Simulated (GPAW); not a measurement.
# Si2Mo (I4/mmm) in GPAW: equation of state

Aim: energy against volume of Si2Mo in PBEsol, for its equilibrium volume and stiffness.

Everything below comes from runs of GPAW 26.7.0. Logs are shortened: lines on timing, memory, paths and dates and some standing lists are left out, and cuts for length are marked. The log counts tension as positive stress, the text compression.

### Step 1. Starting point

The structure is tetragonal, space group I4/mmm (No. 139). The conventional cell has a = 3.200 Å, b = 3.200 Å, c = 7.861 Å, α = 90.00°, β = 90.00°, γ = 90.00°. Mo (site symmetry 4/mmm) is surrounded by 10 Si at 2.62 Å. Si (site symmetry 4mm) has 5 Si at 2.61 to 2.63 Å and 5 Mo at 2.62 Å as nearest neighbours.

### Step 2. Equation of state, PBEsol

File run.py:

```python
from ase import Atoms
from ase.eos import EquationOfState
from ase.io import Trajectory
from ase.units import GPa
from ase.parallel import parprint
from gpaw import GPAW, PW, setup_paths

setup_paths.insert(0, '.')

atoms = Atoms(['Mo', 'Si', 'Si'],
              cell=[[-1.6, 1.6, 3.9305],
                    [1.6, -1.6, 3.9305],
                    [1.6, 1.6, -3.9305]],
              scaled_positions=[[0.0, 0.0, 0.0],
                                [0.667, 0.667, 0.0],
                                [0.333, 0.333, 0.0]],
              pbc=True)

traj = Trajectory('eos.traj', 'w')
volumes, energies = [], []
for x in [0.94, 0.96, 0.98, 1.0, 1.02, 1.04, 1.06]:
    a = atoms.copy()
    a.set_cell(atoms.cell * x**(1 / 3), scale_atoms=True)
    calc = GPAW(mode=PW(600),
                xc='PBEsol',
                kpts={'size': (12, 12, 12), 'gamma': True},
                occupations={'name': 'fermi-dirac', 'width': 0.05},
                nbands=23,
                convergence={'density': 1e-05, 'energy': 1e-05},
                maxiter=150,
                txt=f'eos-{x:.2f}.txt')
    a.calc = calc
    energies.append(a.get_potential_energy(force_consistent=True))
    volumes.append(a.get_volume())
    p = -a.get_stress()[:3].mean() / GPa
    calc.write(f'eos-{x:.2f}.gpw')
    traj.write(a)
    parprint(f'{x:.2f} {volumes[-1]:10.4f} A^3 {energies[-1]:14.6f} eV {p:9.3f} GPa', flush=True)

v0, e0, B = EquationOfState(volumes, energies, eos='birchmurnaghan').fit()
parprint(f'V0 = {v0:.4f} A^3, E0 = {e0:.6f} eV, B0 = {B / GPa:.2f} GPa')
```

Potentials or basis: PAW data sets generated in the run's folder for this functional, pw.

The run is started by

```bash
gpaw-setup -f PBEsol Mo Si
OMP_NUM_THREADS=1 mpirun -n 4 gpaw python run.py
```

The program printed:

```text
__  _  _
 | _ |_)|_||  |
 |__||  | ||/\| - 26.7.0

Input parameters:
  mode=PW(ecut=600.0),
  convergence={'density': 1e-05, 'energy': 1e-05},
  kpts=MonkhorstPack(size=(12, 12, 12), gamma=True),
  maxiter=150,
  nbands=23,
  occupations=Occupations(name='fermi-dirac', width=0.05),
  xc=XC(name='PBEsol')

Diagonalizing LCAO Hamiltonian
Converting LCAO to pw mode

       Si

       Si

       Mo

Atoms  # Å, Bohr magnetons
|   | symbol |         x |         y |        z |    initial magnetic moments |
|---|--------|-----------|-----------|----------|-----------------------------|
| 0 |     Mo |  0.000000 |  0.000000 | 0.000000 | ( 0.0000,  0.0000,  0.0000) |
| 1 |     Si | -0.000000 |  0.000000 | 5.136251 | ( 0.0000,  0.0000,  0.0000) |
| 2 |     Si |  0.000000 | -0.000000 | 2.564275 | ( 0.0000,  0.0000,  0.0000) |

Unit cell  # Å
| periodic |         x |         y |         z |  lengths |     angles |
|----------|-----------|-----------|-----------|----------|------------|
|      yes | -1.567338 |  1.567338 |  3.850263 | 4.442704 | 138.683989 |
|      yes |  1.567338 | -1.567338 |  3.850263 | 4.442704 | 138.683989 |
|      yes |  1.567338 |  1.567338 | -3.850263 | 4.442704 |  59.857036 |

Number of symmetries: 16
Symmetry operations  # r_c * U_cc + t_c -> r_c
|    | kind |            matrix            |
|----|------|------------------------------|
|  0 |  σ   |  1, 1, 1,  0, 0,-1,  0,-1, 0 |
|  1 |  C4  |  1, 1, 1,  0, 0,-1, -1, 0, 0 |
|  2 |  E   |  1, 0, 0,  0, 1, 0,  0, 0, 1 |
|  3 |  σ   |  1, 0, 0,  0, 1, 0, -1,-1,-1 |
|  4 |  σ   |  0, 1, 0,  1, 0, 0,  0, 0, 1 |
|  5 |  C2  |  0, 1, 0,  1, 0, 0, -1,-1,-1 |
|  6 |  C2  |  0, 0, 1, -1,-1,-1,  1, 0, 0 |
|  7 |  S4  |  0, 0, 1, -1,-1,-1,  0, 1, 0 |
|  8 |  C4  |  0, 0,-1,  1, 1, 1,  0,-1, 0 |
|  9 |  σ   |  0, 0,-1,  1, 1, 1, -1, 0, 0 |
| 10 |  σ   |  0,-1, 0, -1, 0, 0,  1, 1, 1 |
| 11 |  C2  |  0,-1, 0, -1, 0, 0,  0, 0,-1 |
| 12 |  C2  | -1, 0, 0,  0,-1, 0,  1, 1, 1 |
| 13 |  i   | -1, 0, 0,  0,-1, 0,  0, 0,-1 |
| 14 |  S4  | -1,-1,-1,  0, 0, 1,  1, 0, 0 |
| 15 |  C2  | -1,-1,-1,  0, 0, 1,  0, 1, 0 |

BZ-sampling:
  Number of BZ points: 1728
  Number of IBZ points: 163

  Monkhorst-Pack size: [12, 12, 12]
  Monkhorst-Pack shift: [0.041666666666666664, 0.041666666666666664, 0.041666666666666664]

K-points  # in reciprocal-cell coordinates
|     |                                coordinates |     weight |
|-----|--------------------------------------------|------------|
|   0 | ( -0.00000000,  -0.00000000,  -0.00000000) | 0.00057870 |
|   1 | (  0.08333333,  -0.08333333,  -0.00000000) | 0.00231481 |
|   2 | (  0.08333333,  -0.08333333,   0.08333333) | 0.00231481 |
|   3 | (  0.08333333,  -0.00000000,  -0.00000000) | 0.00462963 |
|   4 | (  0.08333333,   0.08333333,  -0.08333333) | 0.00115741 |
|   5 | (  0.16666667,  -0.16666667,  -0.00000000) | 0.00231481 |
|   6 | (  0.16666667,  -0.16666667,   0.08333333) | 0.00462963 |
|   7 | (  0.16666667,  -0.16666667,   0.16666667) | 0.00231481 |
|   8 | (  0.16666667,  -0.08333333,  -0.00000000) | 0.00925926 |
|   9 | (  0.16666667,  -0.08333333,   0.08333333) | 0.00462963 |
| ... |                                            |            |
| 162 | (  0.50000000,   0.50000000,   0.50000000) | 0.00057870 |

Plane wave coefficients: 1294
Cutoff: 600.0 eV

Spin-components: 1 (collinear spins)
Bands:           23
Projectors:      16
Spin-degeneracy: 2
Datatype:        complex128

Parallelization:
  kpt:    4
  domain: 1
  band:   1

Density:
  Valence electrons: 22.0
  Components: 1
  Grid points: [27 27 27]
  Charge: 0.0  # |e|

Potential:
  Grid points: [27 27 27]

species:
  Mo:
    name:    Molybdenum
    Z:       42.0
    valence: 14
    core:    28
    charge:  0.0  # [|e|]
    compensation charges:
      type: gauss
      rc: 0.38  # [Å]
      lmax: 2
    cutoffs:
      filter: 2.16  # [Å]
      core: 1.42  # [Å]
    projectors
    | kind |    occ | energy [eV] | rcut [Å] |
    |------|--------|-------------|----------|
    |   4s |  2.000 |     -64.262 |    1.238 |
    |   5s |  1.000 |      -4.116 |    1.238 |
    |   4p |  6.000 |     -38.461 |    1.296 |
    |   5p |  0.000 |      -1.012 |    1.296 |
    |   4d |  5.000 |      -3.770 |    1.296 |
    |    d |        |      23.442 |    1.296 |

    Using partial waves for Mo as LCAO basis

  Si:
    name:    Silicon
    Z:       14.0
    valence: 4
    core:    10
    charge:  0.0  # [|e|]
    compensation charges:
      type: gauss
      rc: 0.33  # [Å]
      lmax: 2
    cutoffs:
      filter: 1.86  # [Å]
      core: 2.06  # [Å]
    projectors
    | kind |    occ | energy [eV] | rcut [Å] |
    |------|--------|-------------|----------|
    |   3s |  2.000 |     -10.768 |    1.058 |
    |   3p |  2.000 |      -4.057 |    1.058 |
    |    s |        |      16.444 |    1.058 |
    |    p |        |      23.155 |    1.058 |
    |    d |        |       0.000 |    1.058 |

    Using partial waves for Si as LCAO basis

Reference energy: -125818.104655  # eV

eigensolver:
  PPCG
  Converge bands: occupied
  niter=2

density mixing:
  MSR1-Mixer
  Pratt-step length: 0.05
  Maximum mixing coefficient: 0.75
  Old densities: 10
  SVD Regularization: 0.005
  Good broyden scale: 1.0
  Trust region scale: 1.0
  Backstep threshold: 4.0
  History deletion threshold: 6.0
  Fourier metric: weight=20.0, sigma=0.015

occupation numbers:
  Fermi-Dirac:
    width: 0.0500  # eV

poisson solver:
  ecut: 4800.0  # eV

xc functional:
  name: PBEsol with 2 nearest neighbor stencil

convergence criteria:
- Maximum integral of absolute [dens]ity change: 1e-05 electrons / valence electron
- Maximum [total energy] change in last 3 cyles: 1e-05 eV / valence electron
- Maximum integral of absolute [eigenst]ate change: 4e-08 eV^2 / valence electron
maximum number of iterations: 150

SCF iterations
|iter     | |      energy | eigst |  dens |
|---------|-|-------------|-------|-------|
|iter:   1| |  -26.331589 | +0.50 |       |
|iter:   2| |  -25.997143 | -2.00 | -1.00 |
|iter:   3| |  -25.287107 | -1.37 | -1.05 |
|iter:   4| |  -25.275218 | -2.88 | -1.52 |
|iter:   5| |  -25.273717 | -3.12 | -1.79 |
|iter:   6| |  -25.273850 | -4.40 | -2.42 |
|iter:   7| |  -25.273906c| -5.72 | -3.09 |
|iter:   8| |  -25.273906c| -7.24 | -3.98 |
|iter:   9| |  -25.273906c| -7.63c| -4.59 |
|iter:  10| |  -25.273906c| -8.88c| -5.62c|

Converged in 10 steps
Energy contributions relative to reference atoms: (reference = -125818.104655)

Energy contributions:
  Kinetic:          12.819783
  Coulomb:         -10.561520
  Zero:             -0.325022
  External:          0.000000
  Xc:              -27.206097
  Entropy:          -0.002101
  Spinorbit:         0.000000
  ----------------------------
  Free energy:     -25.274957
  Extrapolated:    -25.273906

dipole moment: (-12.648025, -12.648025, 2.343918)  # |e|*Ang

Fermi level: 12.976
Eigenvalues  # (at kpt = [-0.000, -0.000, -0.000])
| band index |      eig [eV] | occ [0-2] |
|------------|---------------|-----------|
|          0 |       -47.650 |     2.000 |
|        ... |               |           |
|          2 |       -21.784 |     2.000 |
|          3 |       -21.784 |     2.000 |
|          4 |        -0.968 |     2.000 |
|          5 |         6.254 |     2.000 |
|          6 |         9.590 |     2.000 |
|          7 |         9.639 |     2.000 |
[... 8 lines left out ...]
|         16 |        18.357 |     0.000 |
|         17 |        18.357 |     0.000 |
|        ... |               |           |
|         22 |        28.579 |     0.000 |

No gap
No difference between direct/indirect transitions

Stress tensor  # eV/Ang^3
|         x |         y |         z |
|-----------|-----------|-----------|
| -0.079034 | -0.000000 | -0.000000 |
| -0.000000 | -0.079034 |  0.000000 |
| -0.000000 |  0.000000 | -0.084239 |

# Writing to eos-0.94.gpw (mode='')
```

Wall time 4.2 min (4 MPI ranks of Arm Neoverse V2, shared host); peak memory 0.43 GiB.

Results:

| Property | Result |
| --- | --- |
| Equilibrium volume | 13.29 Å³/atom |
| Bulk modulus at fixed shape and positions | 221 GPa |
| Pressure derivative of the bulk modulus | 4.4 |

Energy against volume, from the lowest point:
```
volume (Å³/atom)  energy (meV/atom)
          12.611              25.32
          12.879               8.33
          13.148               0.20
          13.416               0.00
          13.684               6.92
          13.953              20.22
          14.221              39.22
```

Caveat: the cell was scaled at fixed shape and fractional positions, which overstates the stiffness of a crystal with free parameters, most of all of layers and chains.
